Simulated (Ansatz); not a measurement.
Consider a crystal of Zn4O in space group Fd-3m (No. 227), with Zn on 32e; O on 8b.

Level of theory: DFT PBE, scalar-relativistic, plane waves, PAW (Ansatz). Cutoff 420 eV, Γ-centred mesh, Gaussian smearing, no spin polarisation.

The zero of energy is the elements' standard structures at the same level (O₂ as a molecule); no fitted shifts are applied.

Question: Which cell and coordinates does it relax to?

Answer:

Space group Fd-3m:1 (No. 227). a = 8.412 Å, b = 8.412 Å, c = 8.412 Å, α = 90.00°, β = 90.00°, γ = 90.00°
```
atom  site  symmetry       x       y       z
  Zn   32e       .3m  0.3881  0.8881  0.3881
   O    8b      -43m  0.0000  0.0000  0.5000
```

Zn has 1 O at 2.01 Å, 3 Zn at 2.66 Å and 6 Zn at 2.98 Å; O is surrounded by 4 Zn at 2.01 Å. Another local minimum with the same sites may exist.

Question: And its energy and gap?

Answer: The formation energy is −0.27 eV/atom. The gap on the 8×8×8 mesh of the 10-atom cell is 0 eV (a metal). It lies below the elements, which doesn't yet make it stable against other compounds or structures.

The last run used Gaussian smearing of 0.10 eV. Symmetry constrained the relaxation, so the result can be a saddle point.
